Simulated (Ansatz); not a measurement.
Basis-set extrapolation for cyclopentadiene, C₅H₆ (PBE0-D4/def2-TZVP geometry, frozen core, Ansatz). Multiplicity 1, RHF reference.

```csv
,def2-TZVPP,def2-QZVPP
HF,-192.863741,-192.872182
MP2 correlation,-0.802946,-0.853514
CCSD(T) correlation,-0.875558,not run
```

Energies in hartree. Use E(X) = E(∞) + A·exp(−7.88·√X) for Hartree–Fock and E(X) = E(∞) + B·X^(−2.97) for correlation, with X = 3 and 4, and add CCSD(T) minus MP2 of the smaller set to the MP2 limit.

What is the CCSD(T) energy at the basis-set limit?

HF limit: -192.872182 + (-0.008441) × 0.13774 = -192.87334. MP2 limit: -0.853514 + (-0.050568) × 0.74074 = -0.89097. Higher-order term: -0.875558 − (-0.802946) = -0.07261. Total: -193.83692 hartree, 2.66 eV below CCSD(T)/def2-TZVPP.
